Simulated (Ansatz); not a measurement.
**TiTe2: how the settings move a single-point run**

Aim: see which settings change the result for TiTe2, by how much, and at what cost. The cell is built on a prototype (3R-MoS2 type) and needn't be the phase found in nature.

Program: Ansatz 0.2.0. Level of theory: reference: DFT, PBE, plane waves, PAW. These are calculated values, not measurements.

1 further run of the same task is left out (it didn't finish).

## 1. The structure to begin with

The structure is trigonal, space group R3m (No. 160). Conventional cell: a = 3.760 Å, b = 3.760 Å, c = 20.445 Å, α = 90.00°, β = 90.00°, γ = 120.00°. Ti (site symmetry 3m) has 6 Te at 2.78 to 2.80 Å as nearest neighbours. Te (site symmetry 3m) is surrounded by 3 Ti at 2.80 Å. Around Te (site symmetry 3m) lie 3 Ti at 2.78 Å.

Coordinates:

```xyz
3
Lattice="1.8801 1.0855 6.8152 -1.8801 1.0855 6.8152 0.0000 -2.1709 6.8152" Properties=species:S:1:pos:R:3 pbc="T T T"
Ti    0.0000    0.0000   -0.0062
Te    0.0000    0.0000    8.5694
Te    0.0000    0.0000    5.0672
```

## 2. Baseline

input.yaml reads:

```yaml
crystal:
  lattice:
    - [1.8800618773, 1.085454231, 6.8151508306]
    - [-1.8800618773, 1.085454231, 6.8151508306]
    - [0.0, -2.170908462, 6.8151508306]
  atoms:
    - { symbol: Ti, position: [-0.0003050363, -0.0003050363, -0.0003050363] }
    - { symbol: Te, position: [0.4191340031, 0.4191340031, 0.4191340031] }
    - { symbol: Te, position: [0.2478376999, 0.2478376999, 0.2478376999] }
kpoints:
  mp_grid: { grid: [6, 6, 6] }
hamiltonian:
  xc: pbe
scf:
  occupations: { method: fermi_dirac, width: 0.02 }
  n_extra_bands: 4
output:
  forces: true
  stress: true
  eigenvalues: true
```

Command:

```bash
$ ansatz run input.yaml --threads 4 --pin off --max-ram 3686MiB --backend cpu --events-out ev --progress --plain --runs-dir out
```

## 3. Variant: ecutwfc 500

input.yaml, as its differences from that of step 2:

```diff
@@ -20 +20,3 @@
   eigenvalues: true
+basis:
+  ecutwfc: 500
```

## 4. Changed: occupations.method gaussian, occupations.width 0.5

input.yaml, as its differences from that of step 2:

```diff
@@ -14,3 +14,3 @@
 scf:
-  occupations: { method: fermi_dirac, width: 0.02 }
+  occupations: { method: gaussian, width: 0.5 }
   n_extra_bands: 4
```

## 5. Variant: dr2_threshold 1.0e-12

input.yaml, as its differences from that of step 2:

```diff
@@ -16,2 +16,4 @@
   n_extra_bands: 4
+  convergence: { dr2_threshold: 1.0e-12 }
+  max_iter: 65
 output:
```

## 6. Variant: xc_grid 3

input.yaml, as its differences from that of step 2:

```diff
@@ -20 +20,3 @@
   eigenvalues: true
+basis:
+  xc_grid: 3
```

## 7. Changed: ecutwfc 200

input.yaml, as its differences from that of step 2:

```diff
@@ -20 +20,3 @@
   eigenvalues: true
+basis:
+  ecutwfc: 200
```

Q: Predict the outcome of this session. Wanted: for each run, ending; energy change; pressure; gap; force.

The runs gave:

| run | ending | energy change | pressure (GPa) | gap (eV) | force (eV/Å) | cycles | time |
| --- | --- | --- | --- | --- | --- | --- | --- |
| reference | converged | 0 | 1.1 | 0.00 | 0.14 | 7 | 3.8 s |
| 1: ecutwfc 500 | converged | -0.8 meV/atom | 1.0 | 0.00 | 0.14 | 8 | 4.5 s |
| 2: occupations.method gaussian, occupations.width 0.5 | converged | +4.3 meV/atom (σ→0) | 0.9 | 0.00 | 0.11 | 7 | 3.5 s |
| 3: dr2_threshold 1.0e-12 | converged | 0.0 meV/atom | 1.1 | 0.00 | 0.14 | 12 | 4.7 s |
| 4: xc_grid 3 | converged | 0.0 meV/atom | 1.1 | 0.00 | 0.14 | 7 | 3.9 s |
| 5: ecutwfc 200 | converged | +6.90 eV/atom | -1.6 | 0.00 | 0.29 | 10 | 2.3 s |

Residual by cycle in the longest SCF loop of each run; runs are numbered as in the table. The quantity is the density residual dr2, in eV.

| cycle | reference | run 1 | run 2 | run 3 | run 4 | run 5 |
| --- | --- | --- | --- | --- | --- | --- |
| 1 | 0.0673 | 0.0672 | 0.0103 | 0.0673 | 0.0673 | 4 |
| 2 | 0.0625 | 0.0642 | 0.00135 | 0.0625 | 0.0625 | 102 |
| 3 | 0.00519 | 0.00516 | 2.0e-4 | 0.00519 | 0.0052 | 1.34 |
| 4 | 2.9e-4 | 3.0e-4 | 5.0e-5 | 2.9e-4 | 2.9e-4 | 0.0377 |
| 5 | 1.0e-5 | 1.2e-5 | 2.6e-6 | 1.0e-5 | 1.0e-5 | 0.0117 |
| 6 | 2.6e-6 | 3.3e-6 | 1.4e-7 | 2.6e-6 | 2.7e-6 | 0.00245 |
| 7 | 7.4e-8 | 1.1e-7 | 1.0e-8 | 7.4e-8 | 7.2e-8 | 4.4e-4 |
| 8 | - | 3.6e-9 | - | 3.1e-9 | - | 5.9e-5 |
| 9 | - | - | - | 2.2e-10 | - | 2.9e-6 |
| 10 | - | - | - | 1.9e-11 | - | 3.2e-8 |
| 11 | - | - | - | 1.1e-12 | - | - |
| 12 | - | - | - | 4.5e-13 | - | - |

**Reading.** Run 5 ran under the cutoff that the potentials recommend, as the log warns, so basis error is mixed into its values, and swamps them where the cutoff is far short. Of the variants the dearest is «dr2_threshold 1.0e-12» (4.7 s), the cheapest «ecutwfc 200» (2.3 s), on a shared host. The reference leaves spin out although Ti can carry a moment, so its state need not be the lowest.
